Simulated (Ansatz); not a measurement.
# Hf in Ansatz: the effect of functional

Crystal: Hf.

```
Hf
1.0
     2.91381    0.00000    0.00000
     0.00000    2.91381    0.00000
     0.00000    0.00000    2.91381
Hf
1
Direct
  0.50000 0.50000 0.50000
```

The cell was built by a generator and needn't be a form met in nature.

Alike in all runs:

* Program: Ansatz 0.2.0
* Task: projected density of states
* Potentials or basis: Ansatz PAW
* k mesh: 5 × 5 × 5
* Occupations: fermi-dirac, width 0.05 eV
* Spin: no spin polarisation

```tsv
functional	cutoff	pressure (GPa)
LDA	420 eV (not typed: the program's choice for these potentials)	-5.5
PBEsol	420 eV (not typed: the program's choice for these potentials)	-2.3
r2SCAN	500 eV (not typed: the program's choice for these potentials)	?
HSE06	420 eV (not typed: the program's choice for these potentials)	1.4
PBE0	420 eV (not typed: the program's choice for these potentials)	1.2
r2SCAN0	500 eV (not typed: the program's choice for these potentials)	0.5
```

What does the run with functional r2SCAN give?

Pressure -0.1 GPa.

Caveats: all runs use coarse meshes; the PAW data sets come from PBE, with cores solved anew for the run's functional, which leaves a small shift of forces and pressure; the density of states is complete only up to the lowest level of the last band computed; the thresholds are loose for stress (some runs).
